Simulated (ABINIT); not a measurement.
# SiC (Moissanite): G0W0 with ABINIT, start to end

Aim: the G0W0 gap of SiC (Moissanite) on PBE, step by step.

Method: PBE and many-body steps on it, plane waves, in ABINIT 10.8.3.

**What was measured.**

- Gap 3 eV: optical absorption onset, approximate; UV-Vis-NIR transmission; bulk crystal (400 micron semi-insulating 6H-SiC wafer) (“Effects of energetic ion irradiation on WSe2/SiC heterostructures”, 2017, pmc:5482891).

- Gap 3.03 eV: indirect gap, experimental literature value; quoted from earlier experiment; bulk crystal (quoted in “Charge spill-out and work function of few-layer graphene on SiC(0001)”, 2018, arxiv:1806.04908).

- Gap 3.02 eV: band gap at cryogenic temperature; bulk crystal (literature value) (quoted in “Silicon carbide diodes for neutron detection”, 2020, arxiv:2009.14696).

## Step 1: Set-up

Symmetry: P6_3mc, No. 186, hexagonal system. The conventional cell has a = 3.081 Å, b = 3.081 Å, c = 15.125 Å, α = 90.00°, β = 90.00°, γ = 120.00°. Nearest to Si lie 4 C at 1.88 to 1.90 Å. Nearest to Si lie 4 C at 1.89 Å. Si has 4 C at 1.89 Å nearest. C has 4 Si at 1.88 to 1.89 Å nearest. C has 4 Si at 1.89 Å nearest. Nearest to C lie 4 Si at 1.89 to 1.90 Å. Farther neighbours are not listed.

The cell and positions come from the Crystallography Open Database and are kept as given unless a step says otherwise.

## Step 2: Ground state

This step: ABINIT 10.8.3; DFT, PBE, plane waves, norm-conserving pseudopotentials.

The ground-state density comes first.

File run.abi:

```
acell 3*1.0 Angstrom
rprim 
  3.081000000023 -0.000000000005 0.000000000000
  -1.540500000007 2.668224269083 0.000000000000
  0.000000000000 0.000000000000 15.124800000000
ntypat 2
znucl 14 6
natom 12
typat 1 1 1 1 1 1 2 2 2 2 2 2
xred 
  0.000000000000 0.000000000000 0.000000000000
  0.000000000000 0.000000000000 0.500000000000
  0.333333333333 0.666666666667 0.166400000000
  0.666666666667 0.333333333333 0.666400000000
  0.666666666667 0.333333333333 0.332900000000
  0.333333333333 0.666666666667 0.832900000000
  0.333333333333 0.666666666667 0.041200000000
  0.666666666667 0.333333333333 0.541200000000
  0.666666666667 0.333333333333 0.208000000000
  0.333333333333 0.666666666667 0.708000000000
  0.000000000000 0.000000000000 0.374600000000
  0.000000000000 0.000000000000 0.874600000000
pp_dirpath "pseudos"
pseudos "Si.upf, C.upf"
ecut 37
ngkpt 6 6 2
nshiftk 1
shiftk 0 0 0
kptopt 1
chksymbreak 0
nband 34
occopt 1
tolvrs 1e-10
nstep 60
prtwf 0
indata_prefix "in"
outdata_prefix "out"
tmpdata_prefix "tmp"
```

Launch:

```
$ OMP_NUM_THREADS=1 mpirun -n 4 abinit run.abi > log
```

Numbers of over 12 decimals in the logs are rounded to 6 here.

What it wrote:

```text
.Version 10.8.3 of ABINIT. v10.8.2 released Aug 2026.

 Symmetries : space group P6_3 m c (#186); Bravais hP (primitive hexag.)
================================================================================
 Values of the parameters that define the memory need of the present run
     intxc =       0    ionmov =       0      iscf =       7    lmnmax =       6
     lnmax =       6     mgfft =     160  mpssoang =       3    mqgrid =    7827
     natom =      12  nloc_mem =       1    nspden =       1   nspinor =       1
    nsppol =       1      nsym =      12    n1xccc =    2501    ntypat =       2
    occopt =       1   xclevel =       2
-    mband =          34        mffmem =           1         mkmem =           4
       mpw =        9084          nfft =      163840          nkpt =          14
================================================================================
  Rough estimation (10% accuracy) of disk space for files :
================================================================================

--------------------------------------------------------------------------------
------------- Echo of variables that govern the present computation ------------
--------------------------------------------------------------------------------
 -outvars: echo values of preprocessed input variables --------
            acell      1.8897261259E+00  1.8897261259E+00  1.8897261259E+00 Bohr

      chksymbreak           0
             ecut      3.70000000E+01 Hartree
-          fftalg         312

              ixc     -101130
              kpt      0.00000000E+00  0.00000000E+00  0.00000000E+00
                       1.66666667E-01  0.00000000E+00  0.00000000E+00
                       3.33333333E-01  0.00000000E+00  0.00000000E+00
                       5.00000000E-01  0.00000000E+00  0.00000000E+00
                       1.66666667E-01  1.66666667E-01  0.00000000E+00
                       3.33333333E-01  1.66666667E-01  0.00000000E+00
                       3.33333333E-01  3.33333333E-01  0.00000000E+00
                       0.00000000E+00  0.00000000E+00  5.00000000E-01
                       1.66666667E-01  0.00000000E+00  5.00000000E-01
                       3.33333333E-01  0.00000000E+00  5.00000000E-01
                       5.00000000E-01  0.00000000E+00  5.00000000E-01
[...]
kptrlatt        6    0    0      0    6    0      0    0    2
          kptrlen      3.49334772E+01
P           mkmem           4
            natom          12
            nband          34
            ngfft          32      32     160
             nkpt          14
            nstep          60
             nsym          12
           ntypat           2
              occ      2.000000  2.000000  2.000000  2.000000  2.000000  2.000000
                       2.000000  2.000000  2.000000  2.000000  2.000000  2.000000
                       2.000000  2.000000  2.000000  2.000000  2.000000  2.000000
                       2.000000  2.000000  2.000000  2.000000  2.000000  2.000000
                       0.000000  0.000000  0.000000  0.000000  0.000000  0.000000
                       0.000000  0.000000  0.000000  0.000000
            prtwf           0
            rprim      3.0810000000E+00 -5.0000000000E-12  0.0000000000E+00
[...]
spgroup         186

           tolvrs      1.00000000E-10

             xred      0.0000000000E+00  0.0000000000E+00 -2.7755575616E-17
[...]
znucl       14.00000    6.00000

================================================================================

 chkinp: Checking input parameters for consistency.

================================================================================
== DATASET  1 ==================================================================
-   mpi_nproc: 4, omp_nthreads: 1 (-1 if OMP is not activated)

--- !DatasetInfo
iteration_state: {dtset: 1, }
dimensions: {natom: 12, nkpt: 14, mband: 34, nsppol: 1, nspinor: 1, nspden: 1, mpw: 9084, }
cutoff_energies: {ecut:  37.0, pawecutdg:  -1.0, }
electrons: {nelect:   4.80000000E+01, charge:   0.00000000E+00, occopt:   1.00000000E+00, tsmear:   1.00000000E-02, }

 Real(R)+Recip(G) space primitive vectors, cartesian coordinates (Bohr,Bohr^-1):
 R(1)=  5.8222462  0.0000000  0.0000000  G(1)=  0.1717550  0.0991628  0.0000000
 R(2)= -2.9111231  5.0422131  0.0000000  G(2)=  0.0000000  0.1983256  0.0000000
 R(3)=  0.0000000  0.0000000 28.5817297  G(3)=  0.0000000  0.0000000  0.0349874
 Unit cell volume ucvol=  8.3907401E+02 bohr^3
 Angles (23,13,12)=  9.00000000E+01  9.00000000E+01  1.20000000E+02 degrees

 getcut: wavevector=  0.0000  0.0000  0.0000  ngfft=  32  32 160
         ecut(hartree)=     37.000   => boxcut(ratio)=   2.00721

--- Pseudopotential description ------------------------------------------------
- Si Generated using ONCVPSP code by D. R. Hamann
- 14.00000   4.00000  171031                  znucl, zion, pspdat
12 -101130 2 -1 1510                          pspcod,pspxc,lmax,lloc,mmax
     nproj     2     2     2
  pspatm : epsatm=    9.34321561
         --- l  ekb(1:nproj) -->
[...]
pspatm: atomic psp has been read  and splines computed

- C Generated using ONCVPSP code by D. R. Hamann
-  6.00000   4.00000  171031                  znucl, zion, pspdat
[...]
sigma(3 3)= -7.76307544E-05  sigma(2 1)=  0.00000000E+00

--- !ResultsGS
iteration_state: {dtset: 1, }
comment   : Summary of ground state results
lattice_vectors:
- [  5.8222462,  -0.0000000,   0.0000000, ]
- [ -2.9111231,   5.0422131,   0.0000000, ]
- [  0.0000000,   0.0000000,  28.5817297, ]
lattice_lengths: [   5.82225,    5.82225,   28.58173, ]
lattice_angles: [ 90.000,  90.000, 120.000, ] # degrees, (23, 13, 12)
lattice_volume:   8.3907401E+02
convergence: {deltae:  1.286E-12, res2:  1.570E-11, residm:  3.156E-04, diffor: null, }
etotal    :  -6.16181537E+01
entropy   :   0.00000000E+00
fermie    :   2.52514639E-01
cartesian_stress_tensor: # hartree/bohr^3
- [ -9.45685512E-05,   0.00000000E+00,   0.00000000E+00, ]
- [  0.00000000E+00,  -9.45685512E-05,   0.00000000E+00, ]
- [  0.00000000E+00,   0.00000000E+00,  -7.76307544E-05, ]
pressure_GPa:   2.6162E+00
xred      :
- [  0.0000E+00,   0.0000E+00,  -2.7756E-17, Si]
- [  0.0000E+00,   0.0000E+00,   5.0000E-01, Si]
- [  3.3333E-01,   6.6667E-01,   1.6640E-01, Si]
- [  6.6667E-01,   3.3333E-01,   6.6640E-01, Si]
- [  6.6667E-01,   3.3333E-01,   3.3290E-01, Si]
- [  3.3333E-01,   6.6667E-01,   8.3290E-01, Si]
- [  3.3333E-01,   6.6667E-01,   4.1200E-02,  C]
- [  6.6667E-01,   3.3333E-01,   5.4120E-01,  C]
- [  6.6667E-01,   3.3333E-01,   2.0800E-01,  C]
- [  3.3333E-01,   6.6667E-01,   7.0800E-01,  C]
- [  0.0000E+00,   0.0000E+00,   3.7460E-01,  C]
- [  0.0000E+00,   0.0000E+00,   8.7460E-01,  C]
cartesian_forces: # hartree/bohr
- [  1.08392655E-30,  -7.64873128E-31,  -3.14115271E-03, ]
- [  1.08392655E-30,  -7.64873128E-31,  -3.14115271E-03, ]
- [ -1.08392655E-30,  -2.85089075E-30,   7.94167446E-05, ]
- [ -1.08392655E-30,  -1.18207665E-30,   7.94167446E-05, ]
[...]
- [ -3.25177966E-30,   6.95339207E-32,   3.36084528E-03, ]
- [ -3.61308851E-31,  -1.59928018E-30,  -9.15452199E-04, ]
- [ -3.61308851E-31,  -1.59928018E-30,  -9.15452199E-04, ]
- [  5.41963276E-30,   8.41360441E-30,  -1.42730593E-03, ]
- [ -3.61308851E-31,   5.07597621E-30,  -1.42730593E-03, ]
force_length_stats: {min:   7.94167446E-05, max:   3.36084528E-03, mean:   1.82797028E-03, }

 Integrated electronic density in atomic spheres:
 ------------------------------------------------
 Atom  Sphere_radius  Integrated_density
[...]
================================================================================

 ----iterations are completed or convergence reached----

 Mean square residual over all n,k,spin=   16.125E-07; max=  31.559E-05
 reduced coordinates (array xred) for   12 atoms
[...]
0.666666666667      0.333333333333      0.541200000000
       0.666666666667      0.333333333333      0.208000000000
       0.333333333333      0.666666666667      0.708000000000
       0.000000000000      0.000000000000      0.374600000000
       0.000000000000      0.000000000000      0.874600000000
 rms dE/dt=  3.5788E-02; max dE/dt=  8.9780E-02; dE/dt below (all hartree)
    1      -0.000000000000      0.000000000000      0.089779601126
    2      -0.000000000000      0.000000000000      0.089779601126
    3       0.000000000000      0.000000000000     -0.002269844632
    4       0.000000000000     -0.000000000000     -0.002269844632
    5       0.000000000000      0.000000000000     -0.058410994787
    6       0.000000000000     -0.000000000000     -0.058410994787
    7       0.000000000000      0.000000000000     -0.096058748142
    8       0.000000000000     -0.000000000000     -0.096058748142
    9       0.000000000000      0.000000000000      0.026165230624
[...]
cartesian coordinates (angstrom) at end:
[...]
cartesian forces (hartree/bohr) at end:
[...]
frms,max,avg= 1.2521134E-03 3.3608453E-03   0.000E+00  0.000E+00 -8.151E-10 h/b

 cartesian forces (eV/Angstrom) at end:
[...]
8     -0.000000     0.000000     0.172822
    9     -0.000000    -0.000000    -0.047074
   10     -0.000000    -0.000000    -0.047074
   11      0.000000     0.000000    -0.073395
   12     -0.000000     0.000000    -0.073395
 frms,max,avg= 6.4386260E-02 1.7282161E-01   0.000E+00  0.000E+00 -4.191E-08 e/A
 length scales=  1.889726125908  1.889726125908  1.889726125908 bohr
              =  1.000000000000  1.000000000000  1.000000000000 angstroms
 prteigrs : about to open file out_EIG
 Fermi (or HOMO) energy (hartree) =   0.25251   Average Vxc (hartree)=  -0.41462
 Eigenvalues (hartree) for nkpt=  14  k points:
 kpt#   1, nband= 34, wtk=  0.01389, kpt=  0.0000  0.0000  0.0000 (reduced coord)
  -0.31545   -0.29686   -0.29447   -0.24084   -0.23854   -0.18472   -0.06307    0.02277
   0.02444    0.16275    0.16448    0.21016    0.21016    0.21677    0.21677    0.22136
   0.22136    0.23781    0.23781    0.24193    0.24193    0.25120    0.25251    0.25251
   0.44230    0.44860    0.46337    0.48215    0.48315    0.49718    0.50671    0.50671
   0.51517    0.52277
 prteigrs : prtvol=0 or 1, do not print more k-points.

--- !EnergyTerms
iteration_state     : {dtset: 1, }
comment             : Components of total free energy in Hartree
kinetic             :  3.53279894032707E+01
hartree             :  7.03890881728470E+00
xc                  : -2.26696688339468E+01
Ewald energy        : -6.27317134279360E+01
psp_core            :  4.68745840206450E+00
local_psp           : -2.48322308769961E+01
non_local_psp       :  1.56110278500896E+00
total_energy        : -6.16181537312501E+01
total_energy_eV     : -1.67671538094528E+03
band_energy         :  1.63685840710228E+00

 Cartesian components of stress tensor (hartree/bohr^3)
  sigma(1 1)= -9.45685512E-05  sigma(3 2)=  0.00000000E+00
  sigma(2 2)= -9.45685512E-05  sigma(3 1)=  0.00000000E+00
  sigma(3 3)= -7.76307544E-05  sigma(2 1)=  0.00000000E+00

-Cartesian components of stress tensor (GPa)         [Pressure=  2.6162E+00 GPa]
- sigma(1 1)= -2.78230284E+00  sigma(3 2)=  0.00000000E+00
- sigma(2 2)= -2.78230284E+00  sigma(3 1)=  0.00000000E+00
- sigma(3 3)= -2.28397565E+00  sigma(2 1)=  0.00000000E+00

== END DATASET(S) ==============================================================
================================================================================

 -outvars: echo values of variables after computation  --------
           etotal     -6.1618153731E+01
            nband          34
             nkpt          14
          spgroup         186
 [... the other variables as echoed above ...]

 Calculation completed.
```

Run time: 53 s. Hardware: 4 MPI ranks of Arm Neoverse V1, shared host; peak memory 0.45 GiB.

This step gave:

| Item | Value |
| --- | --- |
| total energy | -1676.7154 eV |
| gap | 2.017 eV |
| k of the valence top | 0, 0, 0 |
| k of the conduction bottom | 0.5, 0, 0 |
| least direct gap | 3.123 eV |
| pressure | 2.616 GPa |

The gap is indirect, with the least direct gap 1.11 eV higher.

The cutoff was set for levels, not for stress, so the pressure can be off by some GPa.

[end of part 1 of 3]

[Paths, hosts, dates, memory and timing lines, banners, echoed tables and standing remarks are left out of the program output.]

[Logs are printed without paths, hosts, clocks, repeated set-up lines and the standing remarks that a program may print on its own settings, such as how far it seeks lower states.]

[Runs of the session that timed out or met a known fault of the program may be left out.]

[Hosts, paths, dates, database ids (printed as entryN), source tags and the programs' standing remarks are cut or masked in the printed files.]

[G0W0 gaps are taken among the corrected bands and points alone; a level outside them can change the order at an edge.]

[Where Ansatz stands beside ABINIT at settings called matched, ABINIT's density can come from a denser mesh and the files from another edition; pairs whose starting gaps differed by over 0.03 eV were left out, so agreement reads better than it is.]
